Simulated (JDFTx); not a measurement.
**NaI under changes of volume**

One of the cells (33.899 Å³/atom); the others are scaled copies at fixed shape and fractional positions:

```
I Na
1.0
     0.00000    3.23640    3.23640
     3.23640    0.00000    3.23640
     3.23640    3.23640    0.00000
I Na
1 1
Direct
  0.50000 0.50000 0.50000
  0.00000 0.00000 0.00000
```

| Property | Result |
| --- | --- |
| Program | JDFTx 1.7.0 (patched build) |
| Functional | PBE |
| Potentials or basis | PseudoDojo-SR-PBE-0.5-standard |
| Cutoff | 1197 eV |
| Density cutoff | 9578 eV |
| k mesh | 7 × 7 × 7 |
| Occupations | fermi-dirac, width 0.05 eV |
| Spin | no spin polarisation |

```csv
volume (Å³/atom),energy over the lowest point (meV/atom),pressure (GPa),gap on the mesh (eV)
31.865,13.67,1.6,3.81
32.543,7.72,1.2,3.75
33.221,3.58,0.8,3.69
33.899,1.07,0.4,3.64
34.577,0.00,0.1,3.58
35.255,0.22,-0.2,3.54
35.933,?,?,?
```

What does the run at 35.933 Å³/atom give?

Energy over the lowest point 1.60 meV/atom; pressure -0.5 GPa; gap on the mesh 3.49 eV.

Worked out: A Birch-Murnaghan fit of order 3 (a polynomial in V^(-2/3)) to the other rows has its minimum at 34.79 Å³/atom with B0 = V·E''(V) = 15.1 GPa and B' = 4.8. It gives 1.59 meV/atom at 35.933 Å³/atom, against the run's 1.60, and -dE/dV = -0.4 GPa, against -0.5. A straight line through the other rows of the gap, of slope -2.7 eV per unit of ln V (its deformation potential), extrapolates to 3.48 eV, against the run's 3.49.

Energies are extrapolated to zero smearing.

Caveats: spin-orbit coupling is left out, which moves the levels of the heavy elements.
